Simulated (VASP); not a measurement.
# MoS2 (R3m) in VASP: single point with PBE+U

Aim: the single point of MoS2 with PBE+U.

Program: VASP 6.6.1. These are calculated values, not measurements. Logs are shortened: lines on timing, memory, paths and dates and some standing lists are left out, and cuts for length are marked.

### 1 The structure

The structure is trigonal, space group R3m (No. 160). The conventional cell has a = 3.163 Å, b = 3.163 Å, c = 18.370 Å, α = 90.00°, β = 90.00°, γ = 120.00°. Mo (site symmetry 3m) is surrounded by 6 S at 2.36 Å. S (site symmetry 3m) is surrounded by 3 Mo at 2.36 Å. Around S (site symmetry 3m) lie 3 Mo at 2.36 Å.

Measurements of this composition are mostly on another form, of space group No. 194.

### 2 Single point, PBE+U, collinear spin, zero start

INCAR reads:

```
PREC = Accurate
ENCUT = 520
EDIFF = 1E-6
ISMEAR = 0
SIGMA = 0.05
LREAL = False
LASPH = True
NELM = 150
ALGO = Normal
ISIF = 2
LWAVE = False
LCHARG = False
ISPIN = 2
MAGMOM = 0 0 0 0 0 0
LORBIT = 11
LMAXMIX = 4
LDAU = True
LDAUTYPE = 1
LDAUL = 2 -1
LDAUU = 4 0
LDAUJ = 0.9 0
LDAUPRINT = 1
GGA = PE
NBANDS = 39
```

KPOINTS reads:

```
Automatic mesh
0
Gamma
  7 7 4
```

POSCAR reads:

```
MoS2
1.0
    1.5814998900      0.9130793900      6.1233282100
   -1.5814998900      0.9130793900      6.1233282100
    0.0000000000     -3.6523175600     12.2466564200
Mo S
2 4
Direct
    0.0000000000      0.0000000000      0.0000000000
    0.0000000000      0.0000000000      0.5000000000
    0.7484000000      0.7484000000      0.3742000000
    0.5849000000      0.5849000000      0.2924500000
    0.7484000000      0.7484000000      0.8742000000
    0.5849000000      0.5849000000      0.7924500000
```

Potentials or basis: VASP PAW PBE potentials, release 64 (Mo_sv, S).

Started as:

```
cat potpaw_PBE.64/Mo_sv/POTCAR potpaw_PBE.64/S/POTCAR > POTCAR
mpirun -np 1 vasp_std > vasp.out
```

OUTCAR:

```text
PREC = Accurate
   ENCUT = 520
   EDIFF = 1E-6
   ISMEAR = 0
   LREAL = False
   LASPH = True
   NELM = 150
   ISIF = 2
   ISPIN = 2
   LORBIT = 11
   GGA = PE

 ion  position               nearest neighbor table
   1  0.000  0.000  0.000-   5 2.36   5 2.36   3 2.36   6 2.36   6 2.36   4 2.36   2 3.16   2 3.16
                             2 3.16   2 3.16
   2  0.000  0.000  0.500-   3 2.36   3 2.36   5 2.36   4 2.36   4 2.36   6 2.36   1 3.16   1 3.16
                             1 3.16   1 3.16
   3  0.748  0.748  0.374-   2 2.36   2 2.36   1 2.36
   4  0.585  0.585  0.292-   2 2.36   2 2.36   1 2.36
   5  0.748  0.748  0.874-   1 2.36   1 2.36   2 2.36
   6  0.585  0.585  0.792-   1 2.36   1 2.36   2 2.36

  LATTYP: Found a base centered monoclinic cell.
 ALAT       =    12.3820615957
 B/A-ratio  =     0.2554501733
 C/A-ratio  =     0.4424526802
 COS(beta)  =    -0.1474842267

  Lattice vectors:

 A1 = (   1.5814998900,   0.9130793900,   6.1233282100)
 A2 = (  -1.5814998900,   0.9130793900,   6.1233282100)
 A3 = (   0.0000000000,  -5.4784763400,   0.0000000000)

Analysis of symmetry for initial positions (statically):
=====================================================================
 Subroutine PRICEL returns following result:

  LATTYP: Found a trigonal (rhomboedric) cell.
 ALAT       =     6.3898360106
 COS(alpha) =     0.8774851015
[... 12 lines left out ...]
 Subroutine GETGRP returns: Found  2 space group operations
 (whereof  2 operations were pure point group operations)
 out of a pool of  4 trial point group operations.

The static configuration has the point symmetry C_1h.

Analysis of symmetry for dynamics (positions and initial velocities):
=====================================================================
 Subroutine PRICEL returns following result:

  LATTYP: Found a trigonal (rhomboedric) cell.
 ALAT       =     6.3898360106
 COS(alpha) =     0.8774851015
[... 12 lines left out ...]
 Subroutine GETGRP returns: Found  2 space group operations
 (whereof  2 operations were pure point group operations)
 out of a pool of  4 trial point group operations.

The dynamic configuration has the point symmetry C_1h.

Analysis of structural, dynamic, and magnetic symmetry:
=====================================================================
 Subroutine PRICEL returns following result:

  LATTYP: Found a trigonal (rhomboedric) cell.
 ALAT       =     6.3898360106
 COS(alpha) =     0.8774851015
[... 12 lines left out ...]
 Subroutine GETGRP returns: Found  2 space group operations
 (whereof  2 operations were pure point group operations)
 out of a pool of  4 trial point group operations.

The overall configuration has the point symmetry C_1h.

 Subroutine INISYM returns: Found  2 space group operations
 (whereof  2 operations are pure point group operations),
 and found     2 'primitive' translations

----------------------------------------------------------------------------------------

                                     Primitive cell

  volume of cell :      53.0538

[... 157 lines left out ...]
  o =  0.3923  v =  0.0000  0.0000  0.0000  0.0000  0.0000  0.0397 -0.0000 -0.0000 -0.9992  0.0000      0.0000  0.0000  0.0000  0.0000  0.0000  0.0000  0.0000  0.0000  0.0000  0.0000
  o =  0.3924  v =  0.0000  0.9992  0.0005  0.0000 -0.0394  0.0000  0.0000  0.0000  0.0000  0.0000      0.0000  0.0000  0.0000  0.0000  0.0000  0.0000  0.0000  0.0000  0.0000  0.0000
  o =  0.3924  v =  0.0000  0.0000  0.0000  0.0000  0.0000  0.0000  0.9992  0.0005 -0.0000 -0.0394      0.0000  0.0000  0.0000  0.0000  0.0000  0.0000  0.0000  0.0000  0.0000  0.0000
  o =  0.4003  v =  0.0000 -0.0394 -0.0042  0.0000 -0.9992  0.0000  0.0000  0.0000  0.0000  0.0000      0.0000  0.0000  0.0000  0.0000  0.0000  0.0000  0.0000  0.0000  0.0000  0.0000
  o =  0.4003  v =  0.0000  0.0000  0.0000  0.0000  0.0000  0.0000  0.0394  0.0043 -0.0000  0.9992      0.0000  0.0000  0.0000  0.0000  0.0000  0.0000  0.0000  0.0000  0.0000  0.0000
  o =  0.4004  v = -0.9992  0.0000 -0.0000 -0.0397 -0.0000  0.0000  0.0000  0.0000  0.0000  0.0000      0.0000  0.0000  0.0000  0.0000  0.0000  0.0000  0.0000  0.0000  0.0000  0.0000
  o =  0.4004  v =  0.0000  0.0000  0.0000  0.0000  0.0000  0.9992 -0.0000 -0.0000  0.0397 -0.0000      0.0000  0.0000  0.0000  0.0000  0.0000  0.0000  0.0000  0.0000  0.0000  0.0000
  o =  0.4262  v =  0.0000 -0.0006  1.0000 -0.0000 -0.0042  0.0000  0.0000  0.0000  0.0000  0.0000      0.0000  0.0000  0.0000  0.0000  0.0000  0.0000  0.0000  0.0000  0.0000  0.0000
  o =  0.4262  v =  0.0000  0.0000  0.0000  0.0000  0.0000  0.0000 -0.0006  1.0000  0.0000 -0.0042      0.0000  0.0000  0.0000  0.0000  0.0000  0.0000  0.0000  0.0000  0.0000  0.0000

atom =   2  type =  1  l = 2

 onsite density matrix

spin component  1

  0.4004 -0.0000  0.0000  0.0003  0.0000
 -0.0000  0.3924 -0.0000  0.0000  0.0003
  0.0000 -0.0000  0.4262  0.0000 -0.0001
  0.0003  0.0000  0.0000  0.3923  0.0000
  0.0000  0.0003 -0.0001  0.0000  0.4003

spin component  2

  0.4004  0.0000  0.0000  0.0003  0.0000
  0.0000  0.3924 -0.0000  0.0000  0.0003
  0.0000 -0.0000  0.4262  0.0000 -0.0001
  0.0003  0.0000  0.0000  0.3923  0.0000
  0.0000  0.0003 -0.0001  0.0000  0.4003

 occupancies and eigenvectors

  o =  0.3923  v =  0.0397  0.0000 -0.0000 -0.9992 -0.0000  0.0000  0.0000  0.0000  0.0000  0.0000      0.0000  0.0000  0.0000  0.0000  0.0000  0.0000  0.0000  0.0000  0.0000  0.0000
  o =  0.3923  v =  0.0000  0.0000  0.0000  0.0000  0.0000 -0.0397  0.0000  0.0000  0.9992  0.0000      0.0000  0.0000  0.0000  0.0000  0.0000  0.0000  0.0000  0.0000  0.0000  0.0000
  o =  0.3924  v =  0.0000  0.9992  0.0005  0.0000 -0.0394  0.0000  0.0000  0.0000  0.0000  0.0000      0.0000  0.0000  0.0000  0.0000  0.0000  0.0000  0.0000  0.0000  0.0000  0.0000
  o =  0.3924  v =  0.0000  0.0000  0.0000  0.0000  0.0000  0.0000  0.9992  0.0005  0.0000 -0.0394      0.0000  0.0000  0.0000  0.0000  0.0000  0.0000  0.0000  0.0000  0.0000  0.0000
  o =  0.4003  v =  0.0000 -0.0394 -0.0042  0.0000 -0.9992  0.0000  0.0000  0.0000  0.0000  0.0000      0.0000  0.0000  0.0000  0.0000  0.0000  0.0000  0.0000  0.0000  0.0000  0.0000
  o =  0.4003  v =  0.0000  0.0000  0.0000  0.0000  0.0000  0.0000  0.0394  0.0043 -0.0000  0.9992      0.0000  0.0000  0.0000  0.0000  0.0000  0.0000  0.0000  0.0000  0.0000  0.0000
  o =  0.4004  v = -0.9992  0.0000 -0.0000 -0.0397 -0.0000  0.0000  0.0000  0.0000  0.0000  0.0000      0.0000  0.0000  0.0000  0.0000  0.0000  0.0000  0.0000  0.0000  0.0000  0.0000
  o =  0.4004  v =  0.0000  0.0000  0.0000  0.0000  0.0000 -0.9992  0.0000 -0.0000 -0.0397 -0.0000      0.0000  0.0000  0.0000  0.0000  0.0000  0.0000  0.0000  0.0000  0.0000  0.0000
  o =  0.4262  v =  0.0000 -0.0006  1.0000 -0.0000 -0.0042  0.0000  0.0000  0.0000  0.0000  0.0000      0.0000  0.0000  0.0000  0.0000  0.0000  0.0000  0.0000  0.0000  0.0000  0.0000
  o =  0.4262  v =  0.0000  0.0000  0.0000  0.0000  0.0000  0.0000 -0.0006  1.0000 -0.0000 -0.0042      0.0000  0.0000  0.0000  0.0000  0.0000  0.0000  0.0000  0.0000  0.0000  0.0000

 number of electron      52.0000002 magnetization       0.0000000

 Free energy of the ion-electron system (eV)
  ---------------------------------------------------
  ext. energy  EPLUGINS =         0.00000000
  ---------------------------------------------------
  free energy    TOTEN  =       -35.97557466 eV

  energy without entropy =      -35.97557466  energy(sigma->0) =      -35.97557466

 E-fermi :   8.1448     XC(G=0): -10.7997

 val. band max:        7.7530953289   @ k =  -0.4286  -0.4286   0.2500
 cond. band min:       8.6071501251   @ k =  -0.1429   0.1429   0.0000
 fundamental gap:      0.8540547962
 Fermi energy:         8.1448324758

 spin component 1

 k-point     1 :       0.0000    0.0000    0.0000
  band No.  band energies     occupation
      1     -54.0925      1.00000
      2     -54.0507      1.00000
      3     -28.4568      1.00000
      4     -28.2513      1.00000
      5     -28.1672      1.00000
      6     -28.1412      1.00000
[... 1961 lines left out ...]
     37      14.7571      0.00000
     38      15.6448      0.00000

 [... further k-points ...]

 [bands above 38 left out]

------------------------ aborting loop because EDIFF is reached ----------------------------------------

  FORCE on cell =-STRESS in cart. coord.  units (eV):
  Direction    XX          YY          ZZ          XY          YZ          ZX
  --------------------------------------------------------------------------------------
  -------------------------------------------------------------------------------------
  Total        5.7043456      5.7114221     10.4241128      0.0000000     -0.0009014      0.0000000
  in kB       86.1330694     86.2399204    157.3994444      0.0000000     -0.0136107      0.0000000
  external PRESSURE =     109.9241447 kB  Pullay stress =       0.0000000 kB

 VOLUME and BASIS-vectors are now :
 -----------------------------------------------------------------------------
  energy-cutoff  :      520.00
  volume of cell :      106.11
      direct lattice vectors                 reciprocal lattice vectors
     1.581499890  0.913079390  6.123328210     0.316155571  0.182532503  0.054436627
    -1.581499890  0.913079390  6.123328210    -0.316155571  0.182532503  0.054436627
     0.000000000 -3.652317560 12.246656420     0.000000000 -0.182532503  0.027218313

 POSITION                                       TOTAL-FORCE (eV/Angst)
 -----------------------------------------------------------------------------------
      0.00000      0.00000      0.00000         0.000000     -0.000191     -0.002411
      0.00000     -1.82616      6.12333         0.000000     -0.000191     -0.002411
      0.00000     -0.00000     13.74810         0.000000      0.000199      1.489224
      0.00000     -0.00000     10.74460         0.000000     -0.000008     -1.486814
      0.00000     -1.82616     19.87142         0.000000      0.000199      1.489224
      0.00000     -1.82616     16.86793         0.000000     -0.000008     -1.486814
 -----------------------------------------------------------------------------------
    total drift:                               -0.000000      0.000001     -0.000044

  FREE ENERGIE OF THE ION-ELECTRON SYSTEM (eV)
  ---------------------------------------------------
  free  energy   TOTEN  =       -35.9755746637 eV

  energy  without entropy=      -35.9755746637  energy(sigma->0) =      -35.97557466

 total charge

# of ion       s       p       d       tot
------------------------------------------
    1        2.311   6.246   3.965  12.522
    2        2.311   6.246   3.965  12.522
    3        1.363   2.377   0.000   3.740
    4        1.364   2.377   0.000   3.740
    5        1.363   2.377   0.000   3.740
    6        1.364   2.377   0.000   3.740
--------------------------------------------------
tot         10.075  22.000   7.930  40.006

 magnetization (x)

# of ion       s       p       d       tot
------------------------------------------
    1       -0.000   0.000   0.000   0.000
    2       -0.000   0.000   0.000   0.000
    3        0.000  -0.000   0.000  -0.000
    4       -0.000  -0.000   0.000  -0.000
    5        0.000  -0.000   0.000  -0.000
    6       -0.000  -0.000   0.000  -0.000
--------------------------------------------------
tot         -0.000  -0.000   0.000  -0.000
```

Run time: 19 min. Hardware: 1 thread of Intel Xeon Platinum 8488C (Sapphire Rapids), shared host; peak memory 0.85 GiB.

What came out:

- Free energy: -35.9756 eV
- Pressure: 11.0 GPa
- Largest force: 1.489 eV/Å
- Band gap on the k mesh: 0.85 eV
- Net moment: 0.00 μB per cell
- Valence electrons inside the program's atomic spheres: Mo 12.52; S 3.74

Forces in eV/Å, atoms in the order of the input:
```
Mo   0.000  0.000 -0.002
Mo   0.000  0.000 -0.002
S    0.000  0.000  1.489
S    0.000  0.000 -1.487
S    0.000  0.000  1.489
S    0.000  0.000 -1.487
```

Eigenvalues of the final occupation matrices:
```csv
site,spin,trace,eigenvalues
site 1 d,1,2.01,0.39 0.39 0.40 0.40 0.43
site 1 d,2,2.01,0.39 0.39 0.40 0.40 0.43
site 2 d,1,2.01,0.39 0.39 0.40 0.40 0.43
site 2 d,2,2.01,0.39 0.39 0.40 0.40 0.43
```

Caveat: an odd mesh through Γ misses points on the zone boundary, where band edges often lie; forces of over 1 eV/Å show positions far from the minimum, so gaps and moduli don't describe the material at rest.
